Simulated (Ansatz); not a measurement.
## Pb in Ansatz: the effect of functional

Pb:

```
CELL_PARAMETERS angstrom
3.48000 0.00000 0.00000
-1.74000 3.01377 0.00000
0.00000 0.00000 5.59000
ATOMIC_POSITIONS crystal
Pb 0.66667 0.33333 0.75000
Pb 0.33333 0.66667 0.25000
```

This isn't the form of Pb at room conditions, which is fcc.

Alike in all runs:

| Property | Result |
| --- | --- |
| Program | Ansatz 0.2.0 |
| Task | band structure |
| Potentials or basis | Ansatz PAW |
| k mesh | 9 × 9 × 5 |
| Occupations | fermi-dirac, width 0.05 eV |
| Spin | no spin polarisation |

One run gave: pressure -0.6 GPa. Which functional did it use?
A. LDA
B. BLYP
C. PBEsol
D. revPBE
E. r2SCAN

A.

```tsv
functional	cutoff	pressure (GPa)
LDA	420 eV (not typed: the program's choice for these potentials)	-0.6
PBEsol	420 eV (not typed: the program's choice for these potentials)	1.1
RPBE	420 eV (not typed: the program's choice for these potentials)	5.8
revPBE	420 eV (not typed: the program's choice for these potentials)	5.3
BLYP	420 eV (not typed: the program's choice for these potentials)	8.1
r2SCAN	500 eV (not typed: the program's choice for these potentials)	2.9
```

Caveats: the PAW data sets come from PBE, with cores solved anew for the run's functional, which leaves a small shift of forces and pressure.

Runs at the PBE level aren't shown here.
